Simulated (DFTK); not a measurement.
# Ti (Fm-3m) in DFTK: notebook

The runs below take Ti through single point, with PBE.

Everything below comes from runs of DFTK 0.8.2. Logs are shortened: lines on timing, memory, paths and dates and some standing lists are left out, and cuts for length are marked.

## Step 1: The undisturbed crystal

It takes space group Fm-3m (No. 225, cubic). Conventional cell: a = 4.060 Å, b = 4.060 Å, c = 4.060 Å, α = 90.00°, β = 90.00°, γ = 90.00°. Ti (site symmetry m-3m) is surrounded by 12 Ti at 2.87 Å.

This isn't the form of Ti at room conditions, which is hcp.

## Step 2: Single point, PBE, 15.42 Å³/atom (strain = -0.04)

run.jl

```julia
using DFTK
using PseudoPotentialData
using Unitful, UnitfulAtomic
using LinearAlgebra, Printf
include("save.jl")
disable_threading()

# lattice vectors are the columns
lattice = austrip(1u"Å") * [           0.0         1.9488         1.9488;
                   1.9488            0.0         1.9488;
                     2.03           2.03            0.0]
symbols   = [:Ti]
positions = [[0.0, 0.0, 0.0]]
pseudopotentials = PseudoFamily("dojo.nc.sr.pbe.v0_4_1.standard.upf")
elements = Dict(s => ElementPsp(s, pseudopotentials) for s in unique(symbols))
atoms    = [elements[s] for s in symbols]

build_model(lattice, positions; symmetries=true) =
    model_DFT(lattice, atoms, positions;
              functionals=PBE(),
              temperature=austrip(0.05u"eV"),
              smearing=Smearing.FermiDirac(),
              symmetries)
Ecut  = 42.0  # hartree
kgrid = [8, 8, 8]
tol   = 1e-6
to_GPa = ustrip(uconvert(u"GPa", 1u"hartree/bohr^3"))

model = build_model(lattice, positions)
basis = PlaneWaveBasis(model; Ecut, kgrid)
display(basis)
scfres = self_consistent_field(basis;
                               tol,
                               nbandsalg=AdaptiveBands(model; n_bands_converge=11))
display(scfres.energies)
@printf "Fermi level: %.6f eV\n" ustrip(auconvert(u"eV", something(scfres.εF, NaN)))
forces = compute_forces_cart(scfres)
println("Forces (eV/Å)")
for (s, f) in zip(symbols, forces)
    @printf "%-3s %12.6f %12.6f %12.6f\n" s ustrip.(auconvert.(u"eV/Å", f))...
end
stress = compute_stresses_cart(scfres)
println("Stress (GPa)")
display(round.(stress * to_GPa; digits=4))
println("Levels at the first k-point (eV): ", round.(ustrip.(auconvert.(u"eV", scfres.eigenvalues[1][1:scfres.n_bands_converge])); digits=4))
save_scf!(scfres; forces, stress)
```

Potentials or basis: dojo.nc.sr.pbe.v0_4_1.standard.upf (PBE).

Started as:

```sh
> julia --threads=1 run.jl  # save.jl only writes the numbers to a file and isn't shown; printed stress counts tension as positive; times include loading and compiling
```

The log of the run:

```text
PlaneWaveBasis discretization:

    Ecut                 : 42.0 Ha
    fft_size             : (36, 36, 36), 46656 total points
    kgrid                : MonkhorstPack([8, 8, 8])
    num.   red. kpoints  : 512
    num. irred. kpoints  : 59

    Discretized Model(gga_x_pbe+gga_c_pbe, 3D):
        lattice (in Bohr)    : [0         , 3.6827    , 3.6827    ]
                               [3.6827    , 0         , 3.6827    ]
                               [3.83614   , 3.83614   , 0         ]
        unit cell volume     : 104.05 Bohr³

        atoms                : Ti
        pseudopot. family    : PseudoFamily("dojo.nc.sr.pbe.v0_4_1.standard.upf")

        num. electrons       : 12
        spin polarization    : none
        temperature          : 0.0018375 Ha
        smearing             : DFTK.Smearing.FermiDirac()

        terms                : Kinetic()
                               AtomicLocal()
                               AtomicNonlocal()
                               Ewald(nothing)
                               PspCorrection()
                               Hartree()
                               Xc(gga_x_pbe, gga_c_pbe)
                               Entropy()
n     Energy            log10(ΔE)   log10(Δρ)   Diag   Δtime
---   ---------------   ---------   ---------   ----   ------
  1   -59.33171567684                   -0.87    5.1    8.27s
  2   -59.34259255285       -1.96       -1.07    1.2    3.39s
  3   -59.34951963915       -2.16       -1.62    2.9    5.29s
  4   -59.34994520541       -3.37       -2.26    1.7    4.18s
  5   -59.34996614590       -4.68       -2.85    2.4    4.82s
  6   -59.34996670050       -6.26       -3.39    2.0    4.52s
  7   -59.34996676215       -7.21       -3.81    2.2    4.76s
  8   -59.34996678295       -7.68       -4.84    2.0    3.58s
  9   -59.34996678327       -9.48       -5.00    3.1    5.36s
 10   -59.34996678330      -10.55       -5.70    1.0    3.70s
 11   -59.34996678330      -12.50       -6.43    2.9    5.08s
Energy breakdown (in Ha):
    Kinetic             23.6712827
    AtomicLocal         -43.6200695
    AtomicNonlocal      0.5622707
    Ewald               -44.2118825
    PspCorrection       1.6931399
    Hartree             11.3325558
    Xc                  -8.7767281
    Entropy             -0.0005358

    total               -59.349966783303
Fermi level: 11.438069 eV
Forces (eV/Å)
Ti      0.000000     0.000000     0.000000
Stress (GPa)
3×3 StaticArraysCore.SMatrix{3, 3, Float64, 9} with indices SOneTo(3)×SOneTo(3):
 -16.3645    0.0       0.0
   0.0     -16.3645    0.0
  -0.0      -0.0     -14.3173
Levels at the first k-point (eV): [-45.0388, -20.7624, -20.7489, -20.7489, 5.1327, 12.1468, 12.5219, 12.5219, 14.0738, 14.5271, 27.4281]
```

Wall time 1.8 min (1 thread of Intel Xeon Platinum 8259CL at 2.50GHz (Skylake/Cascade Lake), shared host); peak memory 1.5 GiB.

Results:

- Free energy: -1614.9949 eV
- Pressure: 15.7 GPa
- Band gap on the k mesh: none (metal or under the smearing width)

## Step 3: Single point, PBE, 16.07 Å³/atom (strain = -0.02)

run.jl, as its differences from that of step 2:

```diff
@@ -8,4 +8,4 @@
 # lattice vectors are the columns
-lattice = austrip(1u"Å") * [           0.0         1.9488         1.9488;
-                   1.9488            0.0         1.9488;
+lattice = austrip(1u"Å") * [           0.0         1.9894         1.9894;
+                   1.9894            0.0         1.9894;
                      2.03           2.03            0.0]
```

Potentials or basis: dojo.nc.sr.pbe.v0_4_1.standard.upf (PBE).

Started as:

```sh
> julia --threads=1 run.jl  # save.jl only writes the numbers to a file and isn't shown; printed stress counts tension as positive; times include loading and compiling
```

It took 2 min on 1 thread of Intel Xeon Platinum 8259CL at 2.50GHz (Skylake/Cascade Lake), shared host; peak memory 1.5 GiB.

The run converged. Its results:

```
Free energy            : -1615.0482 eV
Pressure               : 9.7 GPa
Band gap on the k mesh : none (metal or under the smearing width)
```

## Step 4: For comparison

An earlier run on the cell as given: functional PBE; potentials or basis dojo.nc.sr.pbe.v0_4_1.standard.upf (PBE); cutoff 1143 eV; k mesh 11 × 11 × 11; occupations fermi-dirac, width 0.05 eV; no spin polarisation.

* Pressure: 4.3 GPa
* Band gap on the k mesh: none (metal or under the smearing width)
